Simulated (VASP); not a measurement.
A run of VASP 6.6.1:

File INCAR:

```
SYSTEM = SnO
ALGO = Normal
EDIFF = 1E-7
EDIFFG = -0.02
ENCUT = 600
IBRION = 2
ISIF = 3
ISMEAR = 0
KPAR = 2
LASPH = .TRUE.
LCHARG = .FALSE.
LMIXTAU = .TRUE.
LREAL = .FALSE.
LWAVE = .FALSE.
METAGGA = R2SCAN
NELM = 80
NSW = 40
PREC = Accurate
SIGMA = 0.02
```

The input KPOINTS:

```
k-points
0
G
  6 6 6
  0 0 0
```

Contents of POSCAR:

```
SnO
1.0
    3.8136952200      0.0000000000      0.0000000000
    0.0000000000      3.8136952200      0.0000000000
    0.0000000000      0.0000000000      4.8869133000
Sn O
2 2
Direct
    0.5000000000      0.0000000000      0.7646261400
    0.0000000000      0.5000000000      0.2353738600
    0.0000000000      0.0000000000      0.0000000000
    0.5000000000      0.5000000000      0.0000000000
```

Potentials or basis: VASP PAW PBE potentials, release 64 (Sn_d, O).

Launch:

```bash
$ cat potpaw_PBE.64/Sn_d/POTCAR potpaw_PBE.64/O/POTCAR > POTCAR
$ mpirun -np 2 vasp_std > vasp.out
```

Hardware: 2 MPI ranks on Intel(R) Xeon(R) 6975P-C (Granite Rapids), on a shared host.

Question: How long does it take, and how much memory?

Answer: Wall time 83 s on 2 MPI ranks on Intel(R) Xeon(R) 6975P-C (Granite Rapids) (shared host), peak memory 0.24 GiB a rank. Counts: scf iterations 21, k points 40, ion steps 1.
